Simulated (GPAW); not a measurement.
Si2Mo:

```
Mo Si
1.0
     4.58547    0.00000    0.00000
    -2.29274    3.97113    0.00000
     0.00000    0.00000    6.57976
Mo Si
3 6
Direct
  0.50000 0.50000 0.83333
  0.00000 0.50000 0.16667
  0.50000 0.00000 0.50000
  0.16387 0.32775 0.50000
  0.67225 0.83613 0.16667
  0.83613 0.16387 0.83333
  0.83613 0.67225 0.50000
  0.32775 0.16387 0.16667
  0.16387 0.83613 0.83333
```

Measurements of this composition are mostly on another form, of space group No. 139.

Base run:

| Item | Value |
| --- | --- |
| Program | GPAW 26.7.0 |
| Functional | LDA |
| Potentials or basis | the program's PAW data sets (release 1.2.1) made for this functional |
| Cutoff | 600 eV |
| Basis | pw |
| k mesh | 5 × 5 × 3 |
| Occupations | fermi-dirac, width 0.05 eV |
| Spin | no spin polarisation |

Its results: pressure -4.6 GPa; largest force 0.065 eV/Å.

**Question.** The run is repeated on the same cell with these changes: functional from LDA to r2SCAN; potentials or basis from the program's PAW data sets (release 1.2.1) made for this functional to GPAW PAW data sets (gpaw-data 1.2.1). What comes out?

**Answer.** Pressure 0.8 GPa; largest force 0.005 eV/Å.

Caveats: the PAW data sets were made with another functional, which shifts forces and pressure a little (some runs).

Not every run made on this cell is shown here.
